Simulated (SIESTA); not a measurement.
Crystal: W.

```
W
1.0
    -1.58234    1.58234    1.58234
     1.58234   -1.58234    1.58234
     1.58234    1.58234   -1.58234
W
1
Cartesian
  0.0000 0.0000 0.0000
```

Base run:

| Item | Value |
| --- | --- |
| Program | SIESTA 5.4.2 |
| Functional | PBEsol |
| Potentials or basis | PseudoDojo 0.4 standard (PBEsol files) |
| Basis | DZP (energy shift 0.003 Ry; two zetas on semicore shells) |
| Grid cutoff | 800 Ry |
| Energy shift | 0.003 Ry |
| k mesh | 9 × 9 × 9 |
| Occupations | fermi-dirac, width 0.05 eV |
| Spin | no spin polarisation |

Its results: band gap on the k mesh none (metal or under the smearing width); pressure 0.4 GPa.

**Question.** The run is repeated on the same cell with these changes: potentials or basis from PseudoDojo 0.4 standard (PBEsol files) to PseudoDojo 0.4 standard (PBEsol files, fully relativistic); spin from no spin polarisation to non-collinear spin, zero start, spin-orbit coupling. What comes out?

**Answer.** Band gap on the k mesh none (metal or under the smearing width); pressure -2.1 GPa; net moment 0.00 μB per cell.

Caveats: short orbitals over semicore shells can move pressures by several GPa; the basis of atomic orbitals isn't converged, which shifts pressures, moduli and gaps; spin-orbit coupling is left out, which moves the levels of the heavy elements (some runs).
